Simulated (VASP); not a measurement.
## H2: single point with RPBE

The system is H2, in a box.

```xyz
2
Lattice="11.1715 0.0000 0.0000 0.0000 11.6715 0.0000 0.0000 0.0000 12.1715" Properties=species:S:1:pos:R:3 pbc="T T T"
H     5.6191    5.6934    6.4215
H     5.5547    6.0652    5.7725
```

| Property | Result |
| --- | --- |
| Program | VASP 6.6.1 |
| Task | single point |
| Functional | RPBE |
| Potentials or basis | VASP PAW PBE potentials, release 64 (H) |
| Cutoff | 400 eV |
| k mesh | 1 × 1 × 1 |
| Occupations | gaussian, width 0.01 eV |
| Spin | no spin polarisation |
| Further INCAR settings | ALGO = Normal; EDIFF = 1e-07; NBANDS = 8; ISYM = 0 |

The largest force is 0.117 eV/Å and the gap between the frontier levels is 10.22 eV.

Forces in eV/Å, atoms in the order of the input:
```
H   -0.010  0.058 -0.101
H    0.010 -0.058  0.101
```

Levels at points of the mesh, in eV from the valence-band top:
```
           k point  band 1  band 2  band 3  band 4  band 5  band 6
(0.00, 0.00, 0.00)    0.00   10.22   10.56   11.06   11.13   11.23
```

Wall time 62 s on 1 thread of Intel(R) Xeon(R) Platinum 8488C (Sapphire Rapids) (shared host), peak memory 0.85 GiB.

Caveat: the PAW data sets were made with another functional, which shifts forces and pressure a little. A hybrid or GW would open this gap; RPBE tends to underestimate it.
